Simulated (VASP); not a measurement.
# MnSi (F-43m) in VASP: a series of runs, part 3 of 3

VASP 6.6.1. Earlier steps stand in the parts before.

## (4) Band structure, PBEsol+rVV10+U, collinear spin, ferromagnetic start (cell strained at random at fixed volume)

The input, POSCAR:

```
MnSi
1.0
    0.0388770000      2.5518970000      2.5325590000
    2.5216620000      0.0244570000      2.5469790000
    2.5253530000      2.5700080000      0.0207660000
Mn Si
1 1
Cartesian
    0.0000000000      0.0000000000      0.0000000000
    1.2714730000      1.2865905000      1.2750760000
```

The input, INCAR.step1:

```
PREC = Accurate ; ENCUT = 520
EDIFF = 1E-7 ; ISMEAR = 0
SIGMA = 0.1 ; LREAL = F
LASPH = T ; NELM = 100
ALGO = Normal ; ISIF = 2
LWAVE = F ; LCHARG = T
ISPIN = 2 ; MAGMOM = 4 0
LORBIT = 11 ; LMAXMIX = 4
LDAU = T ; LDAUTYPE = 1
LDAUL = 2 -1 ; LDAUU = 2 0
LDAUJ = 1 0 ; LDAUPRINT = 1
GGA = PS ; LUSE_VDW = T
IVDW_NL = 2 ; BPARAM = 20.0
CPARAM = 0.0093 ; NBANDS = 20
```

The input, KPOINTS.step1:

```
Automatic mesh
0
Gamma
  9 9 9
```

The input, INCAR.step2:

```
PREC = Accurate ; ENCUT = 520
EDIFF = 1E-7 ; ISMEAR = 0
SIGMA = 0.05 ; LREAL = F
LASPH = T ; NELM = 100
ALGO = Normal ; ISIF = 2
LWAVE = F ; LCHARG = F
ISPIN = 2 ; MAGMOM = 4 0
LORBIT = 11 ; LMAXMIX = 4
LDAU = T ; LDAUTYPE = 1
LDAUL = 2 -1 ; LDAUU = 2 0
LDAUJ = 1 0 ; LDAUPRINT = 1
GGA = PS ; LUSE_VDW = T
IVDW_NL = 2 ; BPARAM = 20.0
CPARAM = 0.0093 ; NBANDS = 20
ICHARG = 11
```

The input, KPOINTS.step2:

```
path XGY,LGZ,NGM,RG
20
line-mode
reciprocal
 0.0000000000  0.0000000000 -0.5000000000  X
 0.0000000000  0.0000000000  0.0000000000  G

 0.0000000000  0.0000000000  0.0000000000  G
 0.5000000000  0.5000000000  0.5000000000  Y

 0.5000000000  0.5000000000  0.0000000000  L
 0.0000000000  0.0000000000  0.0000000000  G

 0.0000000000  0.0000000000  0.0000000000  G
 0.0000000000 -0.5000000000  0.0000000000  Z

 0.0000000000 -0.5000000000 -0.5000000000  N
 0.0000000000  0.0000000000  0.0000000000  G

 0.0000000000  0.0000000000  0.0000000000  G
 0.5000000000  0.0000000000  0.5000000000  M

 0.5000000000  0.0000000000  0.0000000000  R
 0.0000000000  0.0000000000  0.0000000000  G
```

The run is started by

```console
$ cat potpaw_PBE.64/Mn_pv/POTCAR potpaw_PBE.64/Si/POTCAR > POTCAR
$ cp INCAR.step1 INCAR
$ cp KPOINTS.step1 KPOINTS
$ mpirun -np 1 vasp_std > vasp.out
$ cp INCAR.step2 INCAR
$ cp KPOINTS.step2 KPOINTS
$ mpirun -np 1 vasp_std > vasp.out
```

It took 6.4 min on 1 thread of AMD EPYC 9R45 (Zen 5), shared host; peak memory 0.51 GiB.

The run converged. Its results:

| Property | Result |
| --- | --- |
| Band gap along the path | none (metal or under the smearing width) |
| Net moment | 2.17 μB per cell |

Levels at the corners of the path, in eV from the Fermi level:
Spin up:
```csv
point,band 7,band 8,band 9,band 10,band 11,band 12
X,-3.04,-1.83,-1.77,-0.85,4.07,4.25
Γ,-2.95,-2.39,-2.36,6.77,6.88,6.99
Γ,-2.95,-2.39,-2.36,6.77,6.88,6.99
Y,-3.02,-1.82,-1.81,-0.90,4.19,4.40
L,-1.95,-1.83,-1.77,-0.80,0.76,1.12
Γ,-2.95,-2.39,-2.36,6.77,6.88,6.99
Γ,-2.95,-2.39,-2.36,6.77,6.88,6.99
Z,-3.03,-1.82,-1.77,-0.85,4.00,4.26
N,-1.95,-1.82,-1.80,-0.73,0.83,0.89
Γ,-2.95,-2.39,-2.36,6.77,6.88,6.99
Γ,-2.95,-2.39,-2.36,6.77,6.88,6.99
M,-1.95,-1.80,-1.77,-0.86,0.85,1.14
R,-3.08,-1.81,-1.76,-0.81,3.99,4.09
Γ,-2.95,-2.39,-2.36,6.77,6.88,6.99
```
Spin down:
```tsv
point	band 5	band 6	band 7	band 8	band 9	band 10
X	-4.30	-1.50	-1.44	0.65	1.07	1.15
Γ	-1.92	-1.90	-1.88	1.04	1.12	7.18
Γ	-1.92	-1.90	-1.88	1.04	1.12	7.18
Y	-4.36	-1.51	-1.44	0.68	1.09	1.11
L	-4.10	-1.15	-0.71	-0.63	1.43	1.57
Γ	-1.92	-1.90	-1.88	1.04	1.12	7.18
Γ	-1.92	-1.90	-1.88	1.04	1.12	7.18
Z	-4.29	-1.51	-1.43	0.65	1.08	1.14
N	-4.05	-1.13	-0.72	-0.69	1.48	1.54
Γ	-1.92	-1.90	-1.88	1.04	1.12	7.18
Γ	-1.92	-1.90	-1.88	1.04	1.12	7.18
M	-4.13	-1.17	-0.66	-0.62	1.47	1.55
R	-4.25	-1.49	-1.45	0.63	1.09	1.14
Γ	-1.92	-1.90	-1.88	1.04	1.12	7.18
```

Caveat: the log is that of the step along the path at fixed density, whose energy, stress, charges and moments have no meaning; the U is typed as a test and isn't derived for this compound. The state reached can hang on the start; a lower one may exist.
